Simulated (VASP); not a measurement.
## InSb: relaxation of cell and atoms with PBEsol

InSb:

```
In Sb
1.0
     0.00000    3.26019    3.26019
     3.26019    0.00000    3.26019
     3.26019    3.26019    0.00000
In Sb
1 1
Direct
  0.00000 0.00000 0.00000
  0.25000 0.25000 0.25000
```

| Quantity | Value |
| --- | --- |
| Program | VASP 6.6.1 |
| Task | relaxation of cell and atoms |
| Functional | PBEsol |
| Potentials or basis | VASP PAW PBE potentials, release 64 (In_d, Sb) |
| Cutoff | 520 eV |
| k mesh | 8 × 8 × 8 |
| Occupations | gaussian, width 0.02 eV |
| Spin | no spin polarisation |
| Further INCAR settings | ALGO = Normal; EDIFF = 1e-07; IBRION = 2; EDIFFG = -0.002; NSW = 80; ISIF = 3 |

```yaml
Pressure_after_relaxing: 0.0 GPa
Band_gap_on_the_k_mesh: none (metal or under the smearing width)
```

Final structure:
```yaml
crystal:
  lattice:
    - [0.00000, 3.26019, 3.26019]
    - [3.26019, 0.00000, 3.26019]
    - [3.26019, 3.26019, 0.00000]
  atoms:
    - { symbol: In, position: [0.00000, 0.00000, 0.00000] }
    - { symbol: Sb, position: [0.25000, 0.25000, 0.25000] }
```

Levels at points of the mesh, in eV from the Fermi level:
```tsv
k point	band 5	band 6	band 7	band 8	band 9	band 10	band 11	band 12	band 13
(0.00, 0.00, 0.00)	-14.43	-10.64	-0.38	-0.01	-0.01	-0.01	2.93	2.93	2.93
(0.50, 0.00, 0.00)	-14.43	-9.31	-5.58	-0.99	-0.99	0.43	3.77	3.77	5.96
(0.50, 0.50, 0.00)	-14.42	-8.72	-5.87	-2.22	-2.22	1.27	1.28	8.00	8.00
```

It took 32 s on 1 thread of Intel(R) Xeon(R) Platinum 8259CL CPU @ 2.50GHz (Skylake/Cascade Lake), on a shared host, peak memory 0.21 GiB.

Caveat: the relaxation stopped at its first step, so nothing moved; the PAW data sets were made with another functional, which shifts forces and pressure a little; this crystal is a semiconductor, whose small gap the functional closes, so the metal is an error of the method. Spin-orbit coupling is left out, which matters for the levels of Sb.
